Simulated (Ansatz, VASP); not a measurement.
One calculation of Sn, two programs

```
Sn
1.0
    -2.95806    2.95806    1.61477
     2.95806   -2.95806    1.61477
     2.95806    2.95806   -1.61477
Sn
2
Direct
  0.00000 0.00000 0.00000
  0.75000 0.25000 0.50000
```

Alike in both runs: task single point; functional LDA; k mesh 10 × 10 × 10; occupations fermi-dirac, width 0.1 eV; no spin polarisation.

|  | VASP | Ansatz |
| --- | --- | --- |
| version | VASP 6.6.1 | Ansatz 0.2.0 |
| potentials or method | VASP PAW LDA potentials, release 64 (Sn_d) | plane waves, PAW |
| plane-wave cutoff (eV) | 520 | 476 |
| valence electrons in the cell | 28 | 28 |

```tsv
	VASP	Ansatz	Ansatz less VASP
pressure (GPa)	-3.8	-3.7	+0.02
largest component of the traceless stress (GPa)	0.55	0.56	+0.011
```
